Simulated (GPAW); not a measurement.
A run of GPAW 26.7.0:

run.py

```python
from ase import Atoms
from ase.eos import EquationOfState
from ase.io import Trajectory
from ase.units import GPa
from gpaw import GPAW

atoms = Atoms(['C', 'C'],
              cell=[[0.0, 1.78337, 1.78337],
                    [1.78337, 0.0, 1.78337],
                    [1.78337, 1.78337, 0.0]],
              scaled_positions=[[0.75, 0.75, 0.75],
                                [0.5, 0.5, 0.5]],
              pbc=True)

traj = Trajectory('eos.traj', 'w')
volumes, energies = [], []
for x in [0.94, 0.96, 0.98, 1.0, 1.02, 1.04, 1.06]:
    a = atoms.copy()
    a.set_cell(atoms.cell * x**(1 / 3), scale_atoms=True)
    calc = GPAW(mode='fd',
                h=0.16,
                xc='PBE',
                kpts={'size': (10, 10, 10), 'gamma': True},
                occupations={'name': 'fermi-dirac', 'width': 0.05},
                nbands=11,
                convergence={'density': 1e-05, 'energy': 1e-05},
                maxiter=150,
                txt=f'eos-{x:.2f}.txt')
    a.calc = calc
    energies.append(a.get_potential_energy(force_consistent=True))
    volumes.append(a.get_volume())
    calc.write(f'eos-{x:.2f}.gpw')
    traj.write(a)
    print(f'{x:.2f} {volumes[-1]:10.4f} A^3 {energies[-1]:14.6f} eV', flush=True)

v0, e0, B = EquationOfState(volumes, energies, eos='birchmurnaghan').fit()
print(f'V0 = {v0:.4f} A^3, E0 = {e0:.6f} eV, B0 = {B / GPa:.2f} GPa')
```

Potentials or basis: GPAW PAW data sets (gpaw-data 1.2.1), fd.

Launch:

```sh
$ OMP_NUM_THREADS=1 python run.py
```

Hardware: 1 thread of Arm Neoverse V1 (shared host).

Problem. Estimate the wall time of this run.

Solution. It took 58 s on 1 thread of Arm Neoverse V1 (shared host), peak memory 0.18 GiB. Counts: scf iterations 63, bands 11, k points 47.
